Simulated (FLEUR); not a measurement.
# CdS (Greenockite) (P6_3mc) in FLEUR: a series of runs, part 2 of 2

FLEUR MaX-R8.1 (patched build s14).

**4. Equation of state, revPBE, 24.12 Å³/atom (volume scaled by 0.96)**

Changes to inp.xml since step 3:

```diff
@@ -24,3 +24,3 @@
       <xi:include xmlns:xi="http://www.w3.org/2001/XInclude" href="sym.xml"> </xi:include>
-      <bulkLattice scale="0.9795861087">
+      <bulkLattice scale="0.9864848297">
          <bravaisMatrix>
```

On the command line:

```sh
inpgen -f crystal.txt -profile fastHighL
# inp.xml edited to the form shown
fleur
```

Run time: 5.4 min. Hardware: 1 thread of Intel Xeon Platinum 8375C at 2.90GHz (Ice Lake), shared host; peak memory 0.11 GiB.

Results (log left out):

* Free energy: -326295.7918 eV
* Band gap on the k mesh: 1.43 eV, direct
* Valence electrons inside the program's atomic spheres: Cd 18.37; S 3.36 (radii Cd 2.45, S 1.84 bohr)

Caveat: the plane-wave cutoff is short for the semicore states, which can make moduli rough.

**5. Equation of state, revPBE, 25.12 Å³/atom**

Changes to inp.xml since step 4:

```diff
@@ -24,3 +24,3 @@
       <xi:include xmlns:xi="http://www.w3.org/2001/XInclude" href="sym.xml"> </xi:include>
-      <bulkLattice scale="0.9864848297">
+      <bulkLattice scale="1.0000000000">
          <bravaisMatrix>
```

On the command line:

```sh
inpgen -f crystal.txt -profile fastHighL
# inp.xml edited to the form shown
fleur
```

Wall time 7.6 min (1 thread of Intel Xeon Platinum 8375C at 2.90GHz (Ice Lake), shared host); peak memory 0.11 GiB.

The run converged. Its results:

- Free energy: -326295.9205 eV
- Band gap on the k mesh: 1.34 eV, direct
- Valence electrons inside the program's atomic spheres: Cd 18.33; S 3.35 (radii Cd 2.45, S 1.84 bohr)

Caveat: the plane-wave cutoff is short for the semicore states, which can make moduli rough.

**6. Equation of state, revPBE, 26.13 Å³/atom (volume scaled by 1.04)**

Changes to inp.xml since step 5:

```diff
@@ -24,3 +24,3 @@
       <xi:include xmlns:xi="http://www.w3.org/2001/XInclude" href="sym.xml"> </xi:include>
-      <bulkLattice scale="1.0000000000">
+      <bulkLattice scale="1.0131594038">
          <bravaisMatrix>
```

Potentials or basis: all-electron, FLAPW.

On the command line:

```sh
inpgen -f crystal.txt -profile fastHighL
# inp.xml edited to the form shown
fleur
```

It took 8.1 min on 1 thread of Intel Xeon Platinum 8375C at 2.90GHz (Ice Lake), shared host; peak memory 0.12 GiB.

It converged, with:

```
Free energy                                           : -326295.9838 eV
Band gap on the k mesh                                : 1.24 eV, direct
Valence electrons inside the program's atomic spheres : Cd 18.30; S 3.33 (radii Cd 2.45, S 1.84 bohr)
```

Caveat: the plane-wave cutoff is short for the semicore states, which can make moduli rough.

**7. Equation of state, revPBE, 26.63 Å³/atom (volume scaled by 1.06)**

Changes to inp.xml since step 6:

```diff
@@ -24,3 +24,3 @@
       <xi:include xmlns:xi="http://www.w3.org/2001/XInclude" href="sym.xml"> </xi:include>
-      <bulkLattice scale="1.0131594038">
+      <bulkLattice scale="1.0196128224">
          <bravaisMatrix>
```

On the command line:

```sh
inpgen -f crystal.txt -profile fastHighL
# inp.xml edited to the form shown
fleur
```

Run time: 6.8 min. Hardware: 1 thread of Intel Xeon Platinum 8375C at 2.90GHz (Ice Lake), shared host; peak memory 0.12 GiB.

It converged, with:

```yaml
Free_energy: -326295.9949 eV
Band_gap_on_the_k_mesh: 1.20 eV, direct
Valence_electrons_inside_the_program's_atomic_spheres: Cd 18.28; S 3.32 (radii Cd 2.45, S 1.84 bohr)
```

Caveat: the plane-wave cutoff is short for the semicore states, which can make moduli rough.

**8. Equation of state, revPBE**

This step only gathers the single runs of the series.

What came out:

```yaml
Equilibrium_volume: "26.84 Å³/atom (rough: see the caveat)"
Bulk_modulus_at_fixed_shape_and_positions: 49 GPa (rough)
```

Energy against volume, from the lowest point:
```
volume (Å³/atom)  energy (meV/atom)
          23.614              74.14
          24.116              50.77
          25.121              18.60
          26.126               2.77
          26.628               0.00
```

Caveat: the minimum lies outside the volumes run; the plane-wave cutoff is short for the semicore states, which can make moduli rough; the cell was scaled at fixed shape and fractional positions, which overstates the stiffness of a crystal with free parameters, most of all of layers and chains.

**9. How close it comes**

Step 2. A measured gap of CdS is 2.5809 eV (quoted in “Isotope dependence of band-gap energy”, 2008, arxiv:0807.2152); the calculated 1.34 eV misses it by -1.25 eV. Spin-orbit coupling on Cd is left out. The value is that of revPBE, without temperature or zero-point motion. Semilocal functionals fall short of measured gaps as a rule.
